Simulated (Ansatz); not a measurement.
# W (P1) in Ansatz: convergence with scf convergence dr2 threshold

Aim: find how far scf convergence dr2 threshold must go before the results for W settle, at r2SCAN. This setting moves, with any that are tied to it; all else stays.

Everything below comes from runs of Ansatz 0.2.0. Logs are shortened: lines on timing, memory, paths and dates and some standing lists are left out, and cuts for length are marked.

## (1) The cell of the first run

The typed cell holds 4 atoms: a = 2.810 Å, b = 4.864 Å, c = 4.924 Å, α = 90.00°, β = 90.00°, γ = 90.00°.

This isn't the form of W at room conditions, which is bcc.

The cell isn't the ideal one: atoms moved at random, drawn with an rms of 0.05 Å.

## (2) With scf convergence dr2 threshold 0.01

File input.yaml:

```yaml
crystal:
  lattice:
    - [2.809662, 0.0, 0.0]
    - [0.0, 4.86387, 0.0]
    - [0.0, 0.0, 4.923695]
  atoms:
    - { symbol: W, position: [0.804038, 0.929126, 0.751508] }
    - { symbol: W, position: [0.211697, 0.438194, 0.761377] }
    - { symbol: W, position: [0.217005, 0.05754, 0.247906] }
    - { symbol: W, position: [0.81267, 0.561354, 0.251297] }
hamiltonian:
  xc: r2scan
  pseudopotentials: { kind: nc, accuracy: standard }
kpoints:
  mp_grid: { grid: [7, 4, 4] }
scf:
  occupations: { method: gaussian, width: 0.1 }
  convergence: { dr2_threshold: 0.01 }
output:
  forces: true
  stress: true
  eigenvalues: true
```

Potentials or basis: PseudoDojo standard (PBE files).

Command:

```console
> ansatz run input.yaml --threads 2 --pin off --max-ram 5632MiB --backend cpu --events-out ev --progress --plain --runs-dir out
```

Wall time 20 s (2 threads of Intel Xeon Platinum 8488C (Sapphire Rapids), shared host); peak memory 0.79 GiB.

What came out:

| Item | Value |
| --- | --- |
| Free energy | -8384.8357 eV |
| Pressure | -7.9 GPa |
| Largest force | 0.794 eV/Å |
| Band gap on the k mesh | none (metal or under the smearing width) |

## (3) With scf convergence dr2 threshold 0.001

input.yaml: that of step 2 with these lines changed.

```diff
@@ -17,3 +17,3 @@
   occupations: { method: gaussian, width: 0.1 }
-  convergence: { dr2_threshold: 0.01 }
+  convergence: { dr2_threshold: 0.001 }
 output:
```

Potentials or basis: PseudoDojo standard (PBE files).

Command:

```console
> ansatz run input.yaml --threads 2 --pin off --max-ram 5632MiB --backend cpu --events-out ev --progress --plain --runs-dir out
```

Wall time 19 s (2 threads of Intel Xeon Platinum 8488C (Sapphire Rapids), shared host); peak memory 0.76 GiB.

What came out:

| Quantity | Value |
| --- | --- |
| Free energy | -8384.8368 eV |
| Pressure | -7.9 GPa |
| Largest force | 0.790 eV/Å |
| Band gap on the k mesh | none (metal or under the smearing width) |

## (4) With scf convergence dr2 threshold 0.0001

input.yaml: that of step 3 with these lines changed.

```diff
@@ -17,3 +17,3 @@
   occupations: { method: gaussian, width: 0.1 }
-  convergence: { dr2_threshold: 0.001 }
+  convergence: { dr2_threshold: 0.0001 }
 output:
```

Command:

```console
> ansatz run input.yaml --threads 2 --pin off --max-ram 5632MiB --backend cpu --events-out ev --progress --plain --runs-dir out
```

Wall time 19 s (2 threads of Intel Xeon Platinum 8488C (Sapphire Rapids), shared host); peak memory 0.79 GiB.

Results:

- Free energy: -8384.8369 eV
- Pressure: -7.9 GPa
- Largest force: 0.791 eV/Å
- Band gap on the k mesh: none (metal or under the smearing width)

## (5) With scf convergence dr2 threshold 1e-05

input.yaml: that of step 4 with these lines changed.

```diff
@@ -17,3 +17,3 @@
   occupations: { method: gaussian, width: 0.1 }
-  convergence: { dr2_threshold: 0.0001 }
+  convergence: { dr2_threshold: 1.0e-05 }
 output:
```

Command:

```console
> ansatz run input.yaml --threads 2 --pin off --max-ram 5632MiB --backend cpu --events-out ev --progress --plain --runs-dir out
```

It took 19 s on 2 threads of Intel Xeon Platinum 8488C (Sapphire Rapids), shared host; peak memory 0.79 GiB.

Results:

```
Free energy            : -8384.8369 eV
Pressure               : -7.9 GPa
Largest force          : 0.791 eV/Å
Band gap on the k mesh : none (metal or under the smearing width)
```

## (6) With scf convergence dr2 threshold 1e-06

input.yaml: that of step 5 with these lines changed.

```diff
@@ -17,3 +17,3 @@
   occupations: { method: gaussian, width: 0.1 }
-  convergence: { dr2_threshold: 1.0e-05 }
+  convergence: { dr2_threshold: 1.0e-06 }
 output:
```

Potentials or basis: PseudoDojo standard (PBE files).

Command:

```console
> ansatz run input.yaml --threads 2 --pin off --max-ram 5632MiB --backend cpu --events-out ev --progress --plain --runs-dir out
```

Run time: 20 s. Hardware: 2 threads of Intel Xeon Platinum 8488C (Sapphire Rapids), shared host; peak memory 0.79 GiB.

It converged, with:

```
Free energy            : -8384.8369 eV
Pressure               : -7.9 GPa
Largest force          : 0.791 eV/Å
Band gap on the k mesh : none (metal or under the smearing width)
```

## (7) With scf convergence dr2 threshold 1e-07

input.yaml: that of step 6 with these lines changed.

```diff
@@ -17,3 +17,3 @@
   occupations: { method: gaussian, width: 0.1 }
-  convergence: { dr2_threshold: 1.0e-06 }
+  convergence: { dr2_threshold: 1.0e-07 }
 output:
```

Command:

```console
> ansatz run input.yaml --threads 2 --pin off --max-ram 5632MiB --backend cpu --events-out ev --progress --plain --runs-dir out
```

It took 20 s on 2 threads of Intel Xeon Platinum 8488C (Sapphire Rapids), shared host; peak memory 0.78 GiB.

Results (log left out):

- Free energy: -8384.8369 eV
- Pressure: -7.9 GPa
- Largest force: 0.791 eV/Å
- Band gap on the k mesh: none (metal or under the smearing width)

## (8) With scf convergence dr2 threshold 1e-09

input.yaml: that of step 7 with these lines changed.

```diff
@@ -17,3 +17,3 @@
   occupations: { method: gaussian, width: 0.1 }
-  convergence: { dr2_threshold: 1.0e-07 }
+  convergence: { dr2_threshold: 1.0e-09 }
 output:
```

Command:

```console
> ansatz run input.yaml --threads 2 --pin off --max-ram 5632MiB --backend cpu --events-out ev --progress --plain --runs-dir out
```

Run time: 24 s. Hardware: 2 threads of Intel Xeon Platinum 8488C (Sapphire Rapids), shared host; peak memory 0.78 GiB.

The run converged. Its results:

- Free energy: -8384.8369 eV
- Pressure: -7.9 GPa
- Largest force: 0.791 eV/Å
- Band gap on the k mesh: none (metal or under the smearing width)

## (9) With scf convergence dr2 threshold 1e-11

input.yaml: that of step 8 with these lines changed.

```diff
@@ -17,3 +17,3 @@
   occupations: { method: gaussian, width: 0.1 }
-  convergence: { dr2_threshold: 1.0e-09 }
+  convergence: { dr2_threshold: 1.0e-11 }
 output:
```

Potentials or basis: PseudoDojo standard (PBE files).

Command:

```console
> ansatz run input.yaml --threads 2 --pin off --max-ram 5632MiB --backend cpu --events-out ev --progress --plain --runs-dir out
```

What it wrote:

```text
Warning: hamiltonian.xc reads the kinetic-energy density τ on the library's norm-conserving files, and those of W were made for PBE. This build holds files of W that were made for r²SCAN, which a deck under this functional can read where it names no table (hamiltonian.pseudopotentials.accuracy or source), types no xc_functional and has no exact exchange, max_exx_coeff or level of output.embedding that keeps them out. To compare such runs, type hamiltonian.pseudopotentials: {kind: paw, frozen_core: stored} on both or, where PAW refuses one, {kind: nc, accuracy: standard}
Warning: RAYON_NUM_THREADS=2 ignored (pool sized by the plan → 2); use --threads N
Engine: ansatz 0.2.0, x86_64-unknown-linux-gnu
Pseudopotentials: kind: nc
Pseudopotential: W, nc, valence charge 14, recommended cutoff 1006.821291 eV (normal), W.nc.azcp (PseudoDojo's, or run here from an input of PseudoDojo's; its table is named by hamiltonian.pseudopotentials.accuracy)
Functional definition: r2SCAN
  parameter k0 = 0.174
  parameter k1 = 0.065
  parameter a1 = 4.9479
  exchange = r2scan_x(k0 = k0, k1 = k1, a1 = a1)
  correlation = r2scan_c
Crystal: 4 atoms, lattice volume = 67.286 Å³
Basis set: ecut = 1006.821291 eV, 4891 PW (Γ), exchange–correlation on 120×216×216 points (64 copies of the dense FFT grid, shifted against one another)
Bands: 34, of which v1, the nominal top of the filled ones, is band 28 counted from 1 (27 counted from 0)
Symmetry: 1 space group operations
Space group: P1 (ITA 1), of the structure as read, at distance tolerance 4.1e-5 Å
k-points: 58 of 112 (time reversal used)
Non-local potential: W, projectors of the file, l = 0: 2, l = 1: 2, l = 2: 2, l = 3: 2
Initial density: superposition of atomic densities (chi_scale 0.1, normalization cell)
Initial wavefunctions: pseudopotential atomic-orbital guess
[... 17 lines left out ...]
Free energy (F): -8384.836873 eV
Harris-Foulkes:  -8384.836873 eV  (|F-HF|=1.82e-12)
Internal energy: -8384.825398 eV  (E = F + TS)
E sigma→0 (E₀):  -8384.831136 eV
Entropy (-TS):   -0.011475 eV (-2.869 meV/atom)
Fermi energy:    20.517680 eV
--- Per-component energies (eV) ---
  E_band       = -473.011294
  E_kinetic    = 2219.742065
  E_local      = -4672.003396  (includes V_loc(G=0)·N_el)
  E_nonlocal   = 1393.971882
  E_hartree    = 953.774215
  E_xc         = -1936.702052
  E_vxc        = -1389.484806  (∫ρ·V_xc dr)
  E_vtau       = 67.214520  (kinetic-family band-sum trace: ∫τ·v_τ [+ j·A + Jᵃ·Aᵃ] dr)
  E_ewald      = -6343.608114
  E_smearing   = -0.011475  (= −TS)
  E_closure    = 0.000000  (closes the sum)
  Σ components = -8384.836873   (vs F -8384.836873, Δ=0.00e0)
--- Forces (eV/Å), atoms counted from 1 ---
  atom   1  W      0.17073181     0.55809906    -0.18629907
  atom   2  W     -0.01009655    -0.40645830    -0.67887637
  atom   3  W     -0.14999924     0.12225561     0.42127893
  atom   4  W     -0.01063620    -0.27389638     0.44389649
  max |Σ_I F_I| component: 1.75e-7 eV/Å
--- Stress (GPa, compression-positive) ---
      -10.362371       0.362470       0.454140
        0.362470      -6.723725      -0.706321
        0.454140      -0.706321      -6.616552
  P = ⅓ Tr σ = -7.9009 GPa (-79.009 kbar)
--- Band table (eV; the first three rows and the last of 58) ---
  k-point 0: bands = ["-55.5332", "-55.4505", "-55.4067", "-55.3553", "-19.4278", "-19.3785", "-19.2603", "-19.0033", "-18.5129", "-18.3879", "-18.3508", "-18.3316", "-18.2650", "-18.1863", "-18.1469", "-18.1354", "10.9883", "14.4679", "15.0990", "15.5425", "15.6143", "18.5375", "19.7083", "19.8606", "19.9596", "20.0436", "20.1394", "20.1999", "20.2910", "20.4115", "21.1910", "22.2364", "23.1990", "24.0831"]
  k-point 1: bands = ["-55.5211", "-55.4616", "-55.4002", "-55.3629", "-19.4378", "-19.3096", "-19.2395", "-18.8835", "-18.5539", "-18.4655", "-18.4357", "-18.3590", "-18.2376", "-18.1826", "-18.1546", "-18.1430", "11.5933", "14.1907", "14.7837", "15.6803", "16.5371", "17.7413", "18.3501", "19.0932", "19.7179", "19.8166", "19.9058", "20.2872", "20.9666", "20.9755", "22.1065", "22.7828", "23.5803", "24.1337"]
  k-point 2: bands = ["-55.4967", "-55.4854", "-55.3859", "-55.3780", "-19.4039", "-19.3923", "-18.9398", "-18.8488", "-18.6770", "-18.6238", "-18.4224", "-18.3998", "-18.2056", "-18.1919", "-18.1588", "-18.1540", "12.9934", "13.0904", "15.2342", "15.2619", "16.8996", "17.0639", "18.1067", "18.3150", "19.6129", "19.6323", "20.4545", "20.4940", "21.1325", "21.1601", "22.3506", "22.5975", "23.8022", "23.9456"]
  k-point 57: bands = ["-55.4338", "-55.4025", "-55.3752", "-55.3580", "-19.3080", "-19.2417", "-19.2166", "-19.1540", "-18.8359", "-18.8205", "-18.7497", "-18.6142", "-18.4927", "-18.4724", "-18.4110", "-18.3149", "15.0127", "15.5224", "15.7904", "16.2994", "17.0291", "17.2065", "17.5988", "17.9784", "18.7876", "19.6416", "19.8631", "20.2939", "21.1182", "21.6440", "22.5486", "23.1632", "24.1754", "24.8186"]
```

Wall time 25 s (2 threads of Intel Xeon Platinum 8488C (Sapphire Rapids), shared host); peak memory 0.77 GiB.

What came out:

```yaml
Free_energy: -8384.8369 eV
Pressure: -7.9 GPa
Largest_force: 0.791 eV/Å
Band_gap_on_the_k_mesh: none (metal or under the smearing width)
```

## (10) The series at a glance

| scf convergence dr2 threshold | energy less the tightest run, at zero smearing (meV/atom) | largest force (eV/Å) | SCF cycles | CPU time (s) | peak memory (GiB) |
| --- | --- | --- | --- | --- | --- |
| 0.01 | 0.30 | 0.794 | 4 | 39 | 0.79 |
| 0.001 | 0.01 | 0.790 | 5 | 37 | 0.76 |
| 0.0001 | 0.00 | 0.791 | 6 | 37 | 0.79 |
| 1e-05 | 0.00 | 0.791 | 7 | 38 | 0.79 |
| 1e-06 | 0.00 | 0.791 | 8 | 39 | 0.79 |
| 1e-07 | 0.00 | 0.791 | 8 | 39 | 0.78 |
| 1e-09 | 0.00 | 0.791 | 11 | 47 | 0.78 |
| 1e-11 | 0.00 | 0.791 | 12 | 49 | 0.77 |

Against the tightest run, the energy stays within 1 meV/atom from 0.01 on; the largest force stays within 0.005 eV/Å from 0.01 on. The tightest run that finished is the yardstick and may itself not be fully converged.

Caveats: the meta-GGA runs on potentials made for a GGA; the potentials were made for another functional, which shifts forces and pressure.
